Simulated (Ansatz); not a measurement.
Pb: equation of state with LDA

The system is Pb.

```
CELL_PARAMETERS angstrom
3.52437 0.00000 0.00000
-1.76218 3.05219 0.00000
0.00000 0.00000 11.49524
ATOMIC_POSITIONS crystal
Pb 0.66667 0.33333 0.75000
Pb 0.00000 0.00000 0.50000
Pb 0.33333 0.66667 0.25000
Pb 0.00000 0.00000 0.00000
```

This isn't the form of Pb at room conditions, which is fcc.

| Quantity | Value |
| --- | --- |
| Program | Ansatz 0.2.0 |
| Task | equation of state |
| Functional | LDA |
| Potentials or basis | Ansatz PAW |
| Cutoff | 420 eV |
| Density cutoff | 1680 eV |
| k mesh | 9 × 9 × 3 |
| Occupations | fermi-dirac, width 0.05 eV |
| Spin | no spin polarisation |

| Property | Result |
| --- | --- |
| Equilibrium volume | 28.93 Å³/atom (rough: see the caveat) |
| Bulk modulus at fixed shape and positions | 53 GPa (rough) |

Energy against volume, from the lowest point:
```
volume (Å³/atom)  energy (meV/atom)
          29.059               0.00
          29.677               2.96
          30.295               9.71
          30.914              19.80
          31.532              32.85
          32.150              48.53
          32.769              66.53
```

All runs of the series together: 42 s on 2 threads of Intel(R) Xeon(R) Processor @ 2.50GHz (Skylake/Cascade Lake) (shared host).

Caveat: the minimum lies outside the volumes run; the cell was scaled at fixed shape and fractional positions, which overstates the stiffness of a crystal with free parameters, most of all of layers and chains. Spin-orbit coupling is left out, which matters for the levels of Pb.
